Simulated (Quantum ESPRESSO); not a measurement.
Al in Quantum ESPRESSO: the effect of target pressure

Crystal: Al.

```
CELL_PARAMETERS angstrom
2.72176 0.00000 0.00000
0.00000 2.72176 0.00000
0.00000 0.00000 2.72176
ATOMIC_POSITIONS crystal
Al 0.00000 0.00000 0.00000
```

The cell was built by a generator and needn't be a form met in nature.

Alike in all runs:

```yaml
Program: Quantum ESPRESSO 7.5
Task: phonons
Functional: LDA
Potentials_or_basis: PseudoDojo 0.4.1 SR LDA standard
Cutoff: 599 eV
Density_cutoff: 2395 eV
k_mesh: 10 × 10 × 10
Occupations: cold, width 0.2 eV
Spin: no spin polarisation
```

Each run relaxes the cell or the atoms first.

| target pressure | relaxed volume (Å³/atom) | highest phonon frequency (cm⁻¹) |
| --- | --- | --- |
| 0 GPa | 19.35 | 305 |
| 2 GPa | 18.74 | 323 |
| 5 GPa | 17.99 | 346 |
| 10 GPa | 17.04 | 378 |
| 15 GPa | ? | ? |

**Question.** What does the run with target pressure 15 GPa give?

**Answer.** Relaxed volume 16.29 Å³/atom; highest phonon frequency 406 cm⁻¹.

Worked out: In Murnaghan's law V^(-B') rises as a straight line in P. The other rows fit best with B' = 4.6, V0 = 19.35 Å³/atom and B0 = 58 GPa, which gives 16.31 Å³/atom at 15 GPa, against the run's 16.29. A parabola through the other rows of the highest phonon frequency, of slope 3.57 cm⁻¹ per GPa there, extrapolates to 400 cm⁻¹, against the run's 406.

Caveats: the mesh is thin for the phonons of a metal; some modes are imaginary; the cell is more than 3 GPa from zero pressure, which shifts response properties (some runs); the volume moved by over 15 % at a fixed basis, so the end points are rough (some runs).
